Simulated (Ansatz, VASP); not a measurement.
## Hf in VASP and in Ansatz

File INCAR:

```
PREC     = Accurate       # precision mode
ENCUT    = 520            # plane-wave cutoff, eV
EDIFF    = 1E-7           # SCF threshold, eV
ISMEAR   = -1             # smearing method
SIGMA    = 0.05           # smearing width, eV
LREAL    = False          # projectors in reciprocal space
LASPH    = True           # aspherical terms in the spheres
NELM     = 100            # most SCF steps
ALGO     = Normal         # electronic algorithm
ISIF     = 2              # what is computed and relaxed
LWAVE    = False          # write WAVECAR
LCHARG   = False          # write CHGCAR
GGA      = PE             # functional
NBANDS   = 17             # bands
```

KPOINTS

```
regular mesh
0
Gamma
  10 10 5
```

The input POSCAR:

```
Hf
1.0
    3.1967000000      0.0000000000      0.0000000000
   -1.5983500000      2.7684234083      0.0000000000
    0.0000000000      0.0000000000      5.0578000000
Hf
2
Direct
    0.6666666667      0.3333333333      0.7500000000
    0.3333333333      0.6666666667      0.2500000000
```

Contents of input.yaml:

```yaml
crystal:
  lattice:
    - [3.1967, 0.0, 0.0]
    - [-1.59835, 2.7684234083, 0.0]
    - [0.0, 0.0, 5.0578]
  atoms:
    - { symbol: Hf, position: [0.6666666667, 0.3333333333, 0.75] }
    - { symbol: Hf, position: [0.3333333333, 0.6666666667, 0.25] }
kpoints:
  mp_grid: { grid: [10, 10, 5] }
  band_path:
    path:
      - [0.0, 0.0, 0.0]
      - [0.5, 0.0, 0.0]
      - [0.3333333333, 0.3333333333, 0.0]
      - [0.0, 0.0, 0.0]
      - [0.0, 0.0, 0.5]
      - [0.5, 0.0, 0.5]
      - [0.3333333333, 0.3333333333, 0.5]
      - [0.0, 0.0, 0.5]
    npoints: 8
scf:
  occupations: { method: fermi_dirac, width: 0.05 }
hamiltonian:
  xc: pbe
  pseudopotentials: { kind: all_electron, lapw: { basis_error: 0.001 } }
output:
  forces: true
  stress: true
  eigenvalues: true
```

Alike in both runs: functional PBE; k mesh 10 × 10 × 5; occupations fermi-dirac, width 0.05 eV; no spin polarisation.

|  | VASP | Ansatz |
| --- | --- | --- |
| version | VASP 6.6.1 | Ansatz 0.2.0 |
| potentials or method | VASP PAW PBE potentials, release 64 (Hf_pv) | all-electron LAPW, scalar-relativistic |
| plane-wave cutoff (eV) | 520 | see its input |
| task | single point | band structure |

|  | VASP | Ansatz | Ansatz less VASP |
| --- | --- | --- | --- |
| gap on the k mesh at the Fermi level (eV) | none | none | - |
| pressure (GPa) | 0.2 | 0.6 | +0.46 |
| largest component of the traceless stress (GPa) | 0.29 | 0.23 | -0.062 |

A gap of «none» marks a metal or a gap that the smearing closes. Ansatz ran all-electron here, so the differences hold the error of VASP's frozen core and of both bases.

Caveats: spin-orbit coupling is left out, which moves the levels of the heavy elements (Ansatz). The runs have no spin-orbit coupling, so splittings on Hf are missing.
